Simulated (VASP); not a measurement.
# TaC (Fm-3m) in VASP: a series of runs, part 2 of 2

VASP 6.6.1. Earlier steps stand in the parts before.

### 6 Single point, PBE

Input file INCAR:

```
SYSTEM = TaC
PREC = Accurate
ENCUT = 520
EDIFF = 1E-7
ISMEAR = 0
SIGMA = 0.1
LREAL = .FALSE.
LASPH = .TRUE.
NELM = 60
ALGO = Normal
ISIF = 2
LWAVE = .FALSE.
LCHARG = .FALSE.
GGA = PE
```

Input file KPOINTS:

```
Automatic mesh
0
G
  14 14 14
  0 0 0
```

Input file POSCAR:

```
TaC
1.0
    0.0000000000      2.2230000000      2.2230000000
    2.2230000000      0.0000000000      2.2230000000
    2.2230000000      2.2230000000      0.0000000000
Ta C
1 1
Direct
    0.0000000000      0.0000000000      0.0000000000
    0.5000000000      0.5000000000      0.5000000000
```

Potentials or basis: VASP PAW PBE potentials, release 64 (Ta_pv, C).

Run with:

```bash
> cat potpaw_PBE.64/Ta_pv/POTCAR potpaw_PBE.64/C/POTCAR > POTCAR
> mpirun -np 1 vasp_std > vasp.out
```

OUTCAR:

```text
SYSTEM = TaC
   PREC = Accurate
   ENCUT = 520
   EDIFF = 1E-7
   ISMEAR = 0
   LREAL = .FALSE.
   LASPH = .TRUE.
   NELM = 60
   ISIF = 2
   GGA = PE

 ion  position               nearest neighbor table
   1  0.000  0.000  0.000-   2 2.22   2 2.22   2 2.22   2 2.22   2 2.22   2 2.22
   2  0.500  0.500  0.500-   1 2.22   1 2.22   1 2.22   1 2.22   1 2.22   1 2.22

  LATTYP: Found a face centered cubic cell.
 ALAT       =     4.4460000000

  Lattice vectors:

 A1 = (   0.0000000000,   2.2230000000,   2.2230000000)
 A2 = (   2.2230000000,   0.0000000000,   2.2230000000)
 A3 = (   2.2230000000,   2.2230000000,   0.0000000000)

Analysis of symmetry for initial positions (statically):
=====================================================================
 Subroutine PRICEL returns:
 Original cell was already a primitive cell.

 Routine SETGRP: Setting up the symmetry group for a
 face centered cubic supercell.

 Subroutine GETGRP returns: Found 48 space group operations
 (whereof 48 operations were pure point group operations)
 out of a pool of 48 trial point group operations.

The static configuration has the point symmetry O_h .

Analysis of symmetry for dynamics (positions and initial velocities):
[... 174 lines left out ...]
      6       7.1178      2.00000
      7       7.1178      2.00000
      8       7.9679      2.00000
      9       7.9679      2.00000
     10       7.9679      2.00000
     11       9.1244      0.00000
[... 309 lines left out ...]
 k-point    24 :       0.2857    0.1429    0.0000
  band No.  band energies     occupation
      1     -26.9489      2.00000
      2     -26.6766      2.00000
      3     -26.6647      2.00000
      4      -4.6373      2.00000
      5       2.6550      2.00000
      6       4.4164      2.00000
      7       5.1117      2.00000
      8       7.2382      2.00000
      9      10.0025      0.00000
     10      10.8165      0.00000
     11      12.5192      0.00000

 [... further k-points ...]

------------------------ aborting loop because EDIFF is reached ----------------------------------------

  FORCE on cell =-STRESS in cart. coord.  units (eV):
  Direction    XX          YY          ZZ          XY          YZ          ZX
  --------------------------------------------------------------------------------------
  -------------------------------------------------------------------------------------
  Total        1.0271266      1.0271266      1.0271266     -0.0000000      0.0000000     -0.0000000
  in kB       74.9007547     74.9007547     74.9007547     -0.0000000      0.0000000     -0.0000000
  external PRESSURE =      74.9007547 kB  Pullay stress =       0.0000000 kB

 VOLUME and BASIS-vectors are now :
 -----------------------------------------------------------------------------
  energy-cutoff  :      520.00
  volume of cell :       21.97
      direct lattice vectors                 reciprocal lattice vectors
     0.000000000  2.223000000  2.223000000    -0.224921278  0.224921278  0.224921278
     2.223000000  0.000000000  2.223000000     0.224921278 -0.224921278  0.224921278
     2.223000000  2.223000000  0.000000000     0.224921278  0.224921278 -0.224921278

 POSITION                                       TOTAL-FORCE (eV/Angst)
 -----------------------------------------------------------------------------------
      0.00000      0.00000      0.00000        -0.000000     -0.000000      0.000000
      2.22300      2.22300      2.22300         0.000000      0.000000     -0.000000
 -----------------------------------------------------------------------------------
    total drift:                                0.000000     -0.000000     -0.000000

  FREE ENERGIE OF THE ION-ELECTRON SYSTEM (eV)
  ---------------------------------------------------
  free  energy   TOTEN  =       -22.1882164715 eV

  energy  without entropy=      -22.1836775295  energy(sigma->0) =      -22.18594700
```

OSZICAR:

```text
N       E                     dE             d eps       ncg     rms          rms(c)
DAV:   1     0.798760680085E+02    0.79876E+02   -0.83159E+03  2288   0.133E+03
DAV:   2    -0.222905138444E+02   -0.10217E+03   -0.98577E+02  2593   0.322E+02
DAV:   3    -0.256148799730E+02   -0.33244E+01   -0.32411E+01  2999   0.519E+01
DAV:   4    -0.256658242586E+02   -0.50944E-01   -0.49518E-01  2694   0.547E+00
DAV:   5    -0.256667218695E+02   -0.89761E-03   -0.89690E-03  2904   0.584E-01    0.250E+01
DAV:   6    -0.222662557106E+02    0.34005E+01   -0.16096E+01  2497   0.320E+01    0.976E+00
DAV:   7    -0.222137446603E+02    0.52511E-01   -0.32935E-01  2527   0.519E+00    0.590E+00
DAV:   8    -0.221896564554E+02    0.24088E-01   -0.65518E-02  2464   0.247E+00    0.384E-01
DAV:   9    -0.221884678125E+02    0.11886E-02   -0.10630E-02  2634   0.677E-01    0.192E-01
DAV:  10    -0.221882345086E+02    0.23330E-03   -0.17543E-03  2554   0.388E-01    0.307E-02
DAV:  11    -0.221882197136E+02    0.14795E-04   -0.60721E-05  2697   0.852E-02    0.191E-02
DAV:  12    -0.221882167566E+02    0.29570E-05   -0.11087E-05  2652   0.333E-02    0.846E-03
DAV:  13    -0.221882164774E+02    0.27914E-06   -0.36062E-07  2493   0.760E-03    0.836E-04
DAV:  14    -0.221882164715E+02    0.59736E-08   -0.11357E-08  1237   0.111E-03
   1 F= -.22188216E+02 E0= -.22185947E+02  d E =-.453894E-02
```

stdout:

```text
POSCAR found type information on POSCAR TaC
 POSCAR found :  2 types and       2 ions
 scaLAPACK will be used
 LDA part: xc-table for (Slater+PW92), standard interpolation
 POSCAR, INCAR and KPOINTS ok, starting setup
 FFT: planning ... GRIDC
 FFT: planning ... GRID_SOFT
 FFT: planning ... GRID
 WAVECAR not read
 entering main loop
```

Wall time 11 s (1 thread of Intel Xeon Platinum 8488C (Sapphire Rapids), shared host); peak memory 0.16 GiB.

Results:

```yaml
Free_energy: -22.1882 eV
Pressure: 7.5 GPa
Band_gap_on_the_k_mesh: none (metal or under the smearing width)
```

Spin-orbit coupling is left out, which matters for the levels of Ta.

### 7 Summary

```csv
k mesh,mesh quality,gap on the mesh (eV),pressure (GPa)
4 × 4 × 4,coarse,none,8.7
6 × 6 × 6,coarse,none,7.3
8 × 8 × 8,not flagged,none,7.5
10 × 10 × 10,not flagged,none,7.3
14 × 14 × 14,not flagged,none,7.5
```

Alike in all rows: task single point; level PBE; potentials or basis VASP PAW PBE potentials, release 64 (Ta_pv, C); no spin polarisation; cell as given; cutoff (eV) 520; smearing gaussian 0.1 eV.

Caveats: some runs use coarse meshes.

Absolute energies hang on the potentials; compare differences alone.
